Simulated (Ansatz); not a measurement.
Crystal: NiO.

```
CELL_PARAMETERS angstrom
0.00000 2.08590 2.08590
2.08590 0.00000 2.08590
2.08590 2.08590 0.00000
ATOMIC_POSITIONS crystal
Ni 0.00000 0.00000 0.00000
O 0.50000 0.50000 0.50000
```

Base run:

| Quantity | Value |
| --- | --- |
| Program | Ansatz 0.2.0 |
| Functional | PBE0 |
| Potentials or basis | Ansatz PAW |
| Cutoff | 420 eV (not typed: the program's choice for these potentials) |
| k mesh | 8 × 8 × 8 |
| Occupations | fermi-dirac, width 0.05 eV |
| Spin | collinear spin, ferromagnetic start |
| Starting moments | [1.0, 0.0] μB |

Its results: band gap on the k mesh 3.79 eV, indirect (least direct gap 4.93 eV); pressure 3.3 GPa; net moment 2.00 μB per cell; site moments Ni +1.73; O +0.24 μB.

Q: The run is repeated on the same cell with these changes: functional from PBE0 to HSE06. What comes out?

A: Band gap on the k mesh 3.03 eV, indirect (least direct gap 4.15 eV); pressure 3.4 GPa; net moment 2.00 μB per cell; site moments Ni +1.73; O +0.24 μB.

Caveats: the magnetic or orbital state may not be the lowest; a cell with one magnetic atom can't hold antiferromagnetic order, which such compounds often take; the PAW data sets come from PBE, with cores solved anew for the run's functional, which leaves a small shift of forces and pressure; the thresholds are loose for stress.
